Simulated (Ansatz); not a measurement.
# Br: the cost of one run

Program: Ansatz 0.2.0. Level of theory: DFT PBEsol, scalar-relativistic, plane waves, PAW. These are calculated values, not measurements.

2 further runs of the same task are left out: 2 set aside as unsound or not needed. Runs told in other sessions of the task aren't counted.

## Step 1: The starting structure

It takes space group P3_121 (No. 152, trigonal). The conventional cell has a = 4.042 Å, b = 4.042 Å, c = 5.118 Å, α = 90.00°, β = 90.00°, γ = 120.00°. Se (site symmetry 2) is surrounded by 2 Se at 2.44 Å.

Coordinates:

```xyz
3
Lattice="4.0415 0.0000 0.0000 -2.0208 3.5001 0.0000 0.0000 0.0000 5.1179" Properties=species:S:1:pos:R:3 pbc="T T T"
Se    1.0049    0.0000    1.7060
Se   -0.5024    0.8703    3.4119
Se    1.5183    2.6298    0.0000
```

It is the result of an earlier relaxation at this level (volume 24.13 Å³/atom; gap on the mesh: 0.46 eV).

## Step 2: The substitution Se → Br

The start of Br: fractional positions of relaxed Se, cell scaled by 1.000, a guess from tabulated radii.

## Step 3: A first look at the start (Br)

Contents of input.yaml:

```yaml
crystal:
  lattice:
    - [4.0415174344, 0.0, 0.0]
    - [-2.0207587172, 3.500056768, 0.0]
    - [0.0, 0.0, 5.117895706]
  atoms:
    - { symbol: Br, position: [0.2486416236, 0.0, 0.3333333333] }
    - { symbol: Br, position: [0.0, 0.2486416236, 0.6666666667] }
    - { symbol: Br, position: [0.7513583764, 0.7513583764, 0.0] }
basis:
  ecutwfc: 420
kpoints:
  mp_grid: { grid: [6, 6, 4] }
hamiltonian:
  xc: pbesol
scf:
  occupations: { method: gaussian, width: 0.1 }
output:
  forces: true
  stress: true
  eigenvalues: true
```

The run is started by

```sh
$ ansatz run input.yaml --threads 1 --pin off --max-ram 2560MiB --backend cpu --events-out ev --progress --plain --runs-dir out
```

Q: Estimate wall time and peak memory on 1 thread of Arm Neoverse V1, shared host.

About 2.4 s, with a peak of 0.3 GiB.
